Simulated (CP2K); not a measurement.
SiC in CP2K: the effect of functional

The system is SiC.

```
Si C
1.0
     3.07569    0.00000    0.00000
    -1.53785    2.66363    0.00000
     0.00000    0.00000   10.07065
Si C
4 4
Direct
  0.00000 0.00000 0.18789
  0.00000 0.00000 0.68789
  0.33333 0.66667 0.43784
  0.66667 0.33333 0.93784
  0.00000 0.00000 0.00046
  0.00000 0.00000 0.50046
  0.33333 0.66667 0.24980
  0.66667 0.33333 0.74980
```

The cell is a database's computed one.

Alike in all runs:

- Program: CP2K 2026.2
- Task: atomic charges
- Potentials or basis: POTENTIAL_UZH Si GTH-PBE-q4, C GTH-PBE-q4; DZVP-MOLOPT-PBE-GTH basis
- Density cutoff: 9184 eV
- k mesh: 8 × 8 × 2
- Occupations: fermi-dirac, width 0.05 eV
- Spin: no spin polarisation

```csv
functional,gap on the mesh (eV),pressure (GPa)
PBE,2.47,3.2
LDA,2.33,2.3
PBEsol,2.34,2.2
HLE16,3.14,-37.0
OLYP,2.59,-1.4
AM05,2.33,2.3
TPSS,?,?
```

Problem. What does the run with functional TPSS give?

Solution. gap on the mesh 2.61 eV; pressure 2.0 GPa.

Caveats: the basis of atomic orbitals isn't converged, which shifts pressures, moduli and gaps; the potentials were made for another functional, which shifts forces and pressure (some runs); the potentials were made for a functional far from this one (some runs); the cell as given lies far from equilibrium (some runs).

A k mesh can miss the band edges.
